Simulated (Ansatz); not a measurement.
**SiO2: a fit and a missing row**

SiO2, I4/mmm, a = 8.939 Å, c = 5.231 Å. This isn't the usual stable structure of the compound. Ansatz: r2SCAN, PAW, 500 eV, Γ-centred 6×6×6 mesh on 12 atoms, Gaussian smearing 0.02 eV; no spin polarisation. Shape and atoms are relaxed at each volume; pressure is positive in compression.

| V (Å³/atom) | P (GPa) |
| --- | --- |
| 15.327 | 20.52 |
| 15.849 | 14.74 |
| 16.372 | 9.31 |
| 16.894 | 4.39 |
| 17.417 | 0.00 |
| 17.939 | -3.89 |
| 18.462 | -7.30 |
| 19.158 | ? |

Problem. Take V0 = 17.417 Å³/atom, fit the third-order Birch–Murnaghan form to the other rows, and predict the missing pressure.

Solution. With the Eulerian strain f = ½[(V0/V)^(2/3) − 1] and y = P/[3f(1 + 2f)^(5/2)], the form is the line y = B0 + 1.5 B0 (B0′ − 4) f. Rows (f, y): 0.04448, 124.3; 0.03246, 129.3; 0.02106, 132.9; 0.01027, 135.4; -0.00975, 139.7; -0.01905, 140.8. Means f = 0.01325, y = 133.73; Σ(Δf)² = 0.002987, ΣΔfΔy = -0.7567; the slope is their ratio. y = 137.1 − 253.4 f GPa, so B0 = 137.1 GPa and B0′ = 4 + 2 × (-253.4)/(3 × 137.1) = 2.77. At V = 19.158, f = -0.03077, y = 144.90 and P = -11.41 GPa. The run gave -11.20 GPa, so the fit is 0.21 GPa too low, within twice the rms miss on the fitted rows (0.12 GPa). The form still works here, 22 % of the fitted range beyond its end.